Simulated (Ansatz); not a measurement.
The cell comes from COD entry 1008148, which wasn't checked; take it as a given geometry. The listed cell was then made from it by scaling, straining or moving an atom.

An input for CoSi2: DFT, PBEsol, PAW with Ansatz's default frozen-core files, scalar-relativistic (Ansatz 0.2.0). The PAW files were made with PBE; their cores are remade for this functional.

Command: `ansatz run input.yaml --threads 1 --pin off --max-ram 6144MiB --backend cpu --events-out ev --progress --plain --runs-dir out` The run took 9.1 s on 1 thread of Arm Neoverse V1 (shared host), peak memory 0.42 GiB.

```yaml
crystal:
  lattice:
    - [0.0, 2.7002654184, 2.7002654184]
    - [2.7002654184, 0.0, 2.7002654184]
    - [2.7002654184, 2.7002654184, 0.0]
  atoms:
    - { symbol: Co, position: [0.0, 0.0, 0.0], spin: 2.0 }
    - { symbol: Si, position: [0.25, 0.25, 0.25] }
    - { symbol: Si, position: [0.75, 0.75, 0.75] }
magnetization:
  spin_polarized: true
kpoints:
  mp_grid: { grid: [11, 11, 11] }
scf:
  occupations: { method: fermi_dirac, width: 0.05 }
hamiltonian:
  xc: pbesol
  pseudopotentials: { kind: paw }
output:
  forces: true
  stress: true
  eigenvalues: true
  efg: { contact_densities: true }
```

Set-up and iterations as logged by Ansatz (the results part is left out, to be predicted):

```
Engine: ansatz 0.2.0
Pseudopotentials: kind: paw
Pseudopotential: Co, paw, valence charge 17, recommended cutoff 420 eV (normal)
Pseudopotential: Si, paw, valence charge 4, recommended cutoff 420 eV (normal)
Functional definition: PBEsol
  exchange = pbesol_x
  correlation = pbesol_c
Crystal: 3 atoms, lattice volume = 39.378 Å³
Basis set: ecut = 420 eV, 749 PW (Γ), exchange–correlation on 54×54×54 points (8 copies of the dense FFT grid, shifted against one another)
Bands: 18, of which v1, the nominal top of the filled ones, is band 13 counted from 1 (12 counted from 0)
Symmetry: 48 space group operations
Space group: Fm-3m (ITA 225), of the structure as read, at distance tolerance 3.4e-5 Å
Magnetic group: BNS 225.116 (UNI 1618), of the structure as read, at distance tolerance 3.4e-5 Å
k-points: 56 of 1331
Non-local potential: Co, projectors of the file, l = 0: 3, l = 1: 2, l = 2: 3, l = 3: 1
Non-local potential: Si, projectors of the file, l = 0: 2, l = 1: 2, l = 2: 2
PAW form: soft (Blöchl's): semilocal exchange-correlation on the pseudo side does not see the compensation charge
PAW frozen core: Co, regenerated for the run's functional, and the local potential with it (the file was generated under x = pbe(κ = 0.804, μ = 0.2195149727645171), c = pbe(β = 0.06672455060314922))
PAW frozen core: Si, regenerated for the run's functional, and the local potential with it (the file was generated under x = pbe(κ = 0.804, μ = 0.2195149727645171), c = pbe(β = 0.06672455060314922))
PAW one-centre angular grid: Co, 590 points (default); XC on 64 Gauss nodes
PAW one-centre angular grid: Si, 110 points (default); XC on 64 Gauss nodes
Initial density: superposition of atomic densities (chi_scale 0.1, normalization cell)
Starting moments: Σ|m| = 2 μB on 1 of 3 sites
Initial wavefunctions: pseudopotential atomic-orbital guess
Functional: x = pbesol(κ = 0.804, μ = 0.12345679012345678), c = pbesol(β = 0.046)
SCF iter   1: F=—  HF=-6336.926650 eV  |F-HF|=—  |Δ(HF+E_count)|=         —  Δρ=1.57e-1 (↑1.57e-1 ↓9.36e-2)  dr2=1.62e0  dr2_m=5.38e0  β_m=0.30  ethr=3.10e-3  ⟨swp⟩=5.7  Hψ=10028  notcnv=0
Mixer restart at iter 1: flushing history
SCF iter   2: F=—  HF=-6336.200840 eV  |F-HF|=—  |Δ(HF+E_count)|=   7.26e-1  Δρ=1.04e-1 (↑8.28e-2 ↓1.04e-1)  dr2=1.05e0  dr2_m=3.04e0  β_m=0.60  ethr=3.10e-3  ⟨swp⟩=2.6  Hψ=4381  notcnv=0  defer=117
SCF iter   3: F=—  HF=-6337.812993 eV  |F-HF|=—  |Δ(HF+E_count)|=    1.61e0  Δρ=5.47e-2 (↑5.47e-2 ↓3.13e-2)  dr2=4.12e-1  dr2_m=5.75e-1  β_m=0.76  ethr=3.10e-3  ⟨swp⟩=3.2  Hψ=4068  notcnv=0  defer=119
SCF iter   4: F=—  HF=-6337.721745 eV  |F-HF|=—  |Δ(HF+E_count)|=   9.12e-2  Δρ=1.47e-2 (↑1.47e-2 ↓1.38e-2)  dr2=3.52e-1  dr2_m=2.48e-4  β_m=0.75  ethr=1.65e-3  ⟨swp⟩=2.5  Hψ=4526  notcnv=0  defer=120
SCF iter   5: F=—  HF=-6337.656184 eV  |F-HF|=—  |Δ(HF+E_count)|=   6.56e-2  Δρ=1.01e-2 (↑9.99e-3 ↓1.01e-2)  dr2=8.83e-2  dr2_m=1.08e-5  β_m=0.88  ethr=1.41e-3  ⟨swp⟩=2.1  Hψ=3051  notcnv=0  defer=120
SCF iter   6: F=—  HF=-6337.670147 eV  |F-HF|=—  |Δ(HF+E_count)|=   1.40e-2  Δρ=2.29e-3 (↑2.29e-3 ↓2.24e-3)  dr2=4.42e-3  dr2_m=2.50e-5  β_m=0.94  ethr=3.53e-4  ⟨swp⟩=2.2  Hψ=3537  notcnv=0  defer=115
SCF iter   7: F=—  HF=-6337.672297 eV  |F-HF|=—  |Δ(HF+E_count)|=   2.15e-3  Δρ=8.06e-4 (↑7.22e-4 ↓8.06e-4)  dr2=6.88e-4  dr2_m=1.30e-6  β_m=0.97  ethr=1.77e-5  ⟨swp⟩=2.2  Hψ=3658  notcnv=0  defer=115
SCF iter   8: F=—  HF=-6337.672467 eV  |F-HF|=—  |Δ(HF+E_count)|=   1.69e-4  Δρ=8.44e-5 (↑8.44e-5 ↓8.38e-5)  dr2=2.13e-5  dr2_m=1.43e-8  β_m=0.98  ethr=2.75e-6  ⟨swp⟩=2.2  Hψ=2712  notcnv=0  defer=115
SCF iter   9: F=—  HF=-6337.672474 eV  |F-HF|=—  |Δ(HF+E_count)|=   7.43e-6  Δρ=1.33e-4 (↑1.33e-4 ↓1.31e-4)  dr2=2.24e-5  dr2_m=8.52e-10  β_m=0.98  ethr=8.53e-8  ⟨swp⟩=2.5  Hψ=3288  notcnv=0  defer=115
SCF iter  10: F=—  HF=-6337.672473 eV  |F-HF|=—  |Δ(HF+E_count)|=   1.25e-6  Δρ=1.44e-5 (↑1.44e-5 ↓1.43e-5)  dr2=2.66e-7  dr2_m=8.87e-11  β_m=0.99  ethr=8.53e-8  ⟨swp⟩=2.2  Hψ=2401  notcnv=0  defer=115
SCF iter  11: F=—  HF=-6337.672473 eV  |F-HF|=—  |Δ(HF+E_count)|=   2.92e-8  Δρ=2.79e-6 (↑2.79e-6 ↓2.56e-6)  dr2=7.97e-9  dr2_m=8.71e-12  β_m=1.00  ethr=1.07e-9  ⟨swp⟩=2.2  Hψ=2913  notcnv=0  defer=115
SCF iter  12: F=-6337.672473 eV  HF=-6337.672473 eV  |F-HF|=3.00e-9  |Δ(HF+E_count)|=   1.32e-9  Δρ=1.72e-6 (↑1.72e-6 ↓1.65e-6)  dr2=3.40e-9  dr2_m=6.31e-13  ethr=3.19e-11  ⟨swp⟩=6.9  Hψ=8057  notcnv=0
```

**Question.** What pressure will this run report?

**Answer.** -8.63 GPa (positive in compression).

**Question.** What moment will the cell end with?

**Answer.** 0.00 μB.
